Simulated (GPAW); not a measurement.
# Sb (I4/mcm) in GPAW: single point with PBEsol

Aim: the single point of Sb with PBEsol.

All numbers are computed with GPAW 26.7.0; they aren't measurements. Logs are shortened: lines on timing, memory, paths and dates and some standing lists are left out, and cuts for length are marked. The log counts tension as positive stress, the text compression.

### Step 1. The undisturbed crystal

It takes space group I4/mcm (No. 140, tetragonal). Conventional cell: a = 8.060 Å, b = 8.060 Å, c = 4.051 Å, α = 90.00°, β = 90.00°, γ = 90.00°. Sb (site symmetry m2m) has 7 Sb at 3.03 to 3.45 Å as nearest neighbours.

This isn't the form of Sb at room conditions, which is rhombohedral.

### Step 2. Single point, PBEsol (atoms moved at random, drawn with an rms of 0.05 Å)

run.py reads:

```python
from ase import Atoms
from ase.dft.bandgap import bandgap
from ase.io import write
from ase.units import GPa
from ase.parallel import parprint
from gpaw import GPAW, PW, setup_paths

setup_paths.insert(0, '.')

atoms = Atoms(['Sb', 'Sb', 'Sb', 'Sb'],
              cell=[[-4.0300106443, 4.0300106443, 2.0254867038],
                    [4.0300106443, -4.0300106443, 2.0254867038],
                    [4.0300106443, 4.0300106443, -2.0254867038]],
              scaled_positions=[[0.647241, 0.148693, 0.808295],
                                [0.144894, 0.345836, 0.495741],
                                [0.34758, 0.850244, 0.195521],
                                [0.850448, 0.647855, 0.498503]],
              pbc=True)

calc = GPAW(mode=PW(600),
            xc='PBEsol',
            kpts={'size': (7, 7, 7), 'gamma': True},
            occupations={'name': 'fermi-dirac', 'width': 0.05},
            nbands=46,
            convergence={'density': 1e-05, 'energy': 1e-05},
            maxiter=150,
            txt='gpaw.txt')
atoms.calc = calc
energy = atoms.get_potential_energy()
forces = atoms.get_forces()
stress = atoms.get_stress()
calc.write('gs.gpw')
write('result.traj', atoms)
parprint(f'Energy: {energy:.6f} eV')
parprint('Forces (eV/A):')
parprint(forces.round(4))
parprint('Stress (GPa):', (stress / GPa).round(3))
parprint('Fermi level:', round(calc.get_fermi_level(), 4), 'eV')
parprint(f'Gap: {bandgap(calc)[0]:.4f} eV, direct: {bandgap(calc, direct=True)[0]:.4f} eV')
```

Potentials or basis: PAW data sets generated in the run's folder for this functional, pw.

Launch:

```
> gpaw-setup -f PBEsol Sb
> OMP_NUM_THREADS=1 mpirun -n 4 gpaw python run.py
```

gpaw.txt:

```text
__  _  _
 | _ |_)|_||  |
 |__||  | ||/\| - 26.7.0

Input parameters:
  mode=PW(ecut=600.0),
  convergence={'density': 1e-05, 'energy': 1e-05},
  kpts=MonkhorstPack(size=(7, 7, 7), gamma=True),
  maxiter=150,
  nbands=46,
  occupations=Occupations(name='fermi-dirac', width=0.05),
  xc=XC(name='PBEsol')

Diagonalizing LCAO Hamiltonian
Converting LCAO to pw mode

         Sb
           Sb
           Sb
             Sb

Atoms  # Å, Bohr magnetons
|   | symbol |        x |         y |         z |    initial magnetic moments |
|---|--------|----------|-----------|-----------|-----------------------------|
| 0 |     Sb | 1.248284 |  5.266591 | -0.025037 | ( 0.0000,  0.0000,  0.0000) |
| 1 |     Sb | 2.807640 |  1.188043 | -0.010150 | ( 0.0000,  0.0000,  0.0000) |
| 2 |     Sb | 2.813693 | -1.237790 |  2.030151 | ( 0.0000,  0.0000,  0.0000) |
| 3 |     Sb | 1.192520 |  2.825424 |  2.025082 | ( 0.0000,  0.0000,  0.0000) |

Unit cell  # Å
| periodic |         x |         y |         z |  lengths |     angles |
|----------|-----------|-----------|-----------|----------|------------|
|      yes | -4.030011 |  4.030011 |  2.025487 | 6.048518 |  96.438697 |
|      yes |  4.030011 | -4.030011 |  2.025487 | 6.048518 |  96.438697 |
|      yes |  4.030011 |  4.030011 | -2.025487 | 6.048518 | 140.870341 |

Number of symmetries: 1
Symmetry operations  # r_c * U_cc + t_c -> r_c
|   | kind |            matrix            |
|---|------|------------------------------|
| 0 |  E   |  1, 0, 0,  0, 1, 0,  0, 0, 1 |

BZ-sampling:
  Number of BZ points: 343
  Number of IBZ points: 172

  Monkhorst-Pack size: [7, 7, 7]
  Monkhorst-Pack shift: [0, 0, 0]

K-points  # in reciprocal-cell coordinates
|     |                                coordinates |     weight |
|-----|--------------------------------------------|------------|
|   0 | (  0.00000000,   0.00000000,   0.00000000) | 0.00291545 |
|   1 | (  0.00000000,   0.00000000,   0.14285714) | 0.00583090 |
|   2 | (  0.00000000,   0.00000000,   0.28571429) | 0.00583090 |
|   3 | (  0.00000000,   0.00000000,   0.42857143) | 0.00583090 |
|   4 | (  0.00000000,   0.14285714,  -0.42857143) | 0.00583090 |
|   5 | (  0.00000000,   0.14285714,  -0.28571429) | 0.00583090 |
|   6 | (  0.00000000,   0.14285714,  -0.14285714) | 0.00583090 |
|   7 | (  0.00000000,   0.14285714,   0.00000000) | 0.00583090 |
|   8 | (  0.00000000,   0.14285714,   0.14285714) | 0.00583090 |
|   9 | (  0.00000000,   0.14285714,   0.28571429) | 0.00583090 |
| ... |                                            |            |
| 171 | (  0.42857143,   0.42857143,   0.42857143) | 0.00583090 |

Plane wave coefficients: 4413
Cutoff: 600.0 eV

Spin-components: 1 (collinear spins)
Bands:           46
Projectors:      24
Spin-degeneracy: 2
Datatype:        complex128

Parallelization:
  kpt:    4
  domain: 1
  band:   1

Density:
  Valence electrons: 60.0
  Components: 1
  Grid points: [35 35 35]
  Charge: 0.0  # |e|

Potential:
  Grid points: [35 35 35]

species:
  Sb:
    name:    Antimony
    Z:       51.0
    valence: 15
    core:    36
    charge:  0.0  # [|e|]
    compensation charges:
      type: gauss
      rc: 0.36  # [Å]
      lmax: 2
    cutoffs:
      filter: 2.23  # [Å]
      core: 2.23  # [Å]
    projectors
    | kind |    occ | energy [eV] | rcut [Å] |
    |------|--------|-------------|----------|
    |   5s |  2.000 |     -12.861 |    1.154 |
    |   5p |  3.000 |      -4.846 |    1.233 |
    |   4d | 10.000 |     -33.456 |    1.196 |
    |    s |        |      14.351 |    1.154 |
    |    p |        |      22.365 |    1.233 |
    |    d |        |      -6.245 |    1.196 |

    Using partial waves for Sb as LCAO basis

Reference energy: -704819.133848  # eV

eigensolver:
  PPCG
  Converge bands: occupied
  niter=2

density mixing:
  MSR1-Mixer
  Pratt-step length: 0.05
  Maximum mixing coefficient: 0.75
  Old densities: 10
  SVD Regularization: 0.005
  Good broyden scale: 1.0
  Trust region scale: 1.0
  Backstep threshold: 4.0
  History deletion threshold: 6.0
  Fourier metric: weight=20.0, sigma=0.015

occupation numbers:
  Fermi-Dirac:
    width: 0.0500  # eV

poisson solver:
  ecut: 4800.0  # eV

xc functional:
  name: PBEsol with 2 nearest neighbor stencil

convergence criteria:
- Maximum integral of absolute [dens]ity change: 1e-05 electrons / valence electron
- Maximum [total energy] change in last 3 cyles: 1e-05 eV / valence electron
- Maximum integral of absolute [eigenst]ate change: 4e-08 eV^2 / valence electron
maximum number of iterations: 150

SCF iterations
|iter     | |      energy | eigst |  dens |
|---------|-|-------------|-------|-------|
|iter:   1| |  -18.042997 | +0.73 |       |
|iter:   2| |  -18.280281 | -0.98 | -1.77 |
|iter:   3| |  -18.396357 | -1.37 | -1.78 |
|iter:   4| |  -18.257489 | -1.94 | -1.78 |
|iter:   5| |  -18.258175 | -3.20 | -2.25 |
|iter:   6| |  -18.256272 | -3.80 | -2.52 |
|iter:   7| |  -18.255724 | -4.31 | -2.76 |
|iter:   8| |  -18.255676c| -5.42 | -3.30 |
|iter:   9| |  -18.255668c| -6.11 | -3.70 |
|iter:  10| |  -18.255669c| -6.87 | -3.95 |
|iter:  11| |  -18.255669c| -7.50c| -4.96 |
|iter:  12| |  -18.255669c| -7.43c| -5.25c|

Converged in 12 steps
Energy contributions relative to reference atoms: (reference = -704819.133848)

Energy contributions:
  Kinetic:          -4.628340
  Coulomb:           1.976681
  Zero:              0.661466
  External:          0.000000
  Xc:              -16.252774
  Entropy:          -0.025405
  Spinorbit:         0.000000
  ----------------------------
  Free energy:     -18.268371
  Extrapolated:    -18.255669

dipole moment: (0.246969, -0.047555, -0.256433)  # |e|*Ang

Fermi level: 5.642
Eigenvalues  # (at kpt = [0.000, 0.000, 0.000])
| band index |      eig [eV] | occ [0-2] |
|------------|---------------|-----------|
|          0 |       -23.489 |     2.000 |
|        ... |               |           |
|         24 |         0.848 |     2.000 |
|         25 |         4.079 |     2.000 |
|         26 |         4.474 |     2.000 |
|         27 |         4.536 |     2.000 |
|         28 |         4.557 |     2.000 |
|         29 |         4.651 |     2.000 |
|         30 |         4.832 |     2.000 |
|         31 |         5.260 |     1.999 |
|         32 |         8.194 |     0.000 |
|         33 |         8.308 |     0.000 |
|         34 |         8.927 |     0.000 |
|         35 |         9.137 |     0.000 |
|         36 |        11.347 |     0.000 |
|         37 |        12.448 |     0.000 |
|         38 |        12.677 |     0.000 |
|         39 |        12.786 |     0.000 |
|        ... |               |           |
|         45 |        16.280 |     0.000 |

No gap
No difference between direct/indirect transitions

Forces  # eV/Ang
|        x |        y |        z |
|----------|----------|----------|
| -0.17404 | -0.12919 |  0.04325 |  # Sb   0
|  0.03514 |  0.05899 | -0.00069 |  # Sb   1
|  0.04220 |  0.09238 | -0.03405 |  # Sb   2
|  0.09714 | -0.02238 | -0.00856 |  # Sb   3

Stress tensor  # eV/Ang^3
|         x |         y |        z |
|-----------|-----------|----------|
|  0.006164 | -0.001967 | 0.000710 |
| -0.001967 |  0.006173 | 0.001264 |
|  0.000710 |  0.001264 | 0.005576 |

# Writing to gs.gpw (mode='')
```

It took 3.3 min on 4 MPI ranks of Arm Neoverse V2, shared host; peak memory 0.39 GiB.

What came out:

```yaml
Free_energy: -18.2684 eV
Pressure: -1.0 GPa
Largest_force: 0.221 eV/Å
Band_gap_on_the_k_mesh: none (metal or under the smearing width)
```

Forces on the atoms (eV/Å):
```
Sb  -0.174 -0.129  0.043
Sb   0.035  0.059 -0.001
Sb   0.042  0.092 -0.034
Sb   0.097 -0.022 -0.009
```

Levels at points of the mesh, in eV from the Fermi level:
| k point | band 26 | band 27 | band 28 | band 29 | band 30 | band 31 | band 32 | band 33 | band 34 | band 35 |
| --- | --- | --- | --- | --- | --- | --- | --- | --- | --- | --- |
| (0.00, 0.00, 0.00) | -1.56 | -1.17 | -1.11 | -1.08 | -0.99 | -0.81 | -0.38 | 2.55 | 2.67 | 3.29 |

Caveat: the program warned that so skewed a cell can give wrong results.
